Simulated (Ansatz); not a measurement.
# HC8F: the cost of one run

Program: Ansatz 0.2.0. Level of theory: DFT PBE+D3(BJ), scalar-relativistic, plane waves, PAW. These are calculated values, not measurements.

11 further runs of the same task are left out: 11 set aside as unsound or not needed. Runs told in other sessions of the task aren't counted.

## Step 1: The system as given

It takes space group Cm (No. 8, monoclinic). The conventional cell has a = 8.541 Å, b = 4.931 Å, c = 18.000 Å, α = 90.00°, β = 90.00°, γ = 90.00°. C (site symmetry m) has 1 F at 1.05 Å and 1 H at 1.05 Å in its first shell of neighbours. Around C (site symmetry 1) lie 3 C at 1.42 Å. C (site symmetry m) is surrounded by 3 C at 1.42 Å. Around C (site symmetry m) lie 1 F at 1.09 Å. Around C (site symmetry 1) lie 3 C at 1.42 Å and 1 H at 1.47 Å. F (site symmetry m) has 2 C at 1.05 to 1.09 Å in its first shell of neighbours. H (site symmetry m) has 1 C at 1.05 Å in its first shell of neighbours.

Coordinates:

```xyz
10
Lattice="4.9313 0.0000 0.0000 -2.4657 4.2706 0.0000 0.0000 0.0000 18.0000" Properties=species:S:1:pos:R:3 pbc="T T T"
C     1.2328    0.7118    4.0000
C     0.0000    2.8471    4.0000
C     3.6985    0.7118    4.0000
C     2.4657    2.8471    4.0000
C     0.0000    1.4235    4.0000
C    -1.2328    3.5589    4.0000
C     2.4657    1.4235    4.0000
C     1.2328    3.5589    4.0000
F     0.6435    1.0520    4.8000
H     1.8222    0.3715    4.8000
```

This is the geometry of the first run shown, built on a cell relaxed beforehand with the same method.

## Step 2: Plan of the line

Atoms count from 1 in the order of the input.

HF lies flat over one site of a rigid substrate while its bond length and height are varied.

The axes are (1) distance F9-H10: 8 values from 0.830 to 2.830 Å; (2) height of the HF axis above the plane of C1: 8 values from 0.80 to 3.60 Å.

Nothing else is relaxed. Points are written as (first, second).

## Step 3: Point (1.361 Å, 0.80 Å)

A dipole layer in the vacuum cancels the field that periodic copies would set up if the slab's two faces differ.

File input.yaml:

```yaml
crystal:
  lattice:
    - [4.9313048826, -1.0e-10, 0.0]
    - [-2.4656524413, 4.2706353022, 0.0]
    - [0.0, 0.0, 18.0000331944]
  atoms:
    - { symbol: C, position: [0.3333333333, 0.1666666667, 0.2222236565] }
    - { symbol: C, position: [0.3333333333, 0.6666666667, 0.2222236565] }
    - { symbol: C, position: [0.8333333333, 0.1666666667, 0.2222236565] }
    - { symbol: C, position: [0.8333333333, 0.6666666667, 0.2222236565] }
    - { symbol: C, position: [0.1666666667, 0.3333333333, 0.2222218124] }
    - { symbol: C, position: [0.1666666667, 0.8333333333, 0.2222218124] }
    - { symbol: C, position: [0.6666666667, 0.3333333333, 0.2222218124] }
    - { symbol: C, position: [0.6666666667, 0.8333333333, 0.2222218124] }
    - { symbol: F, position: [0.2536613464, 0.2463386536, 0.266668019] }
    - { symbol: H, position: [0.4130053203, 0.0869946797, 0.266668019] }
basis:
  ecutwfc: 420
kpoints:
  mp_grid: { grid: [6, 6, 1] }
hamiltonian:
  xc: pbe
  pseudopotentials: { kind: paw, azcp: { folder: soft_1 } }
  dispersion: d3bj
scf:
  occupations: { method: gaussian, width: 0.1 }
output:
  forces: true
  eigenvalues: true
efield:
  axis: 3
  dipole_correction: true
  ramp_width: 0.04
```

Started as:

```
> ansatz run input.yaml --threads 1 --pin off --max-ram 3072MiB --backend cpu --events-out ev --progress --plain --runs-dir out
```

**Question.** How long does this run take on 1 thread of Intel Xeon 6975P-C (Granite Rapids), shared host, and how much memory does it need?

About 7.4 s, with a peak of 0.55 GiB.
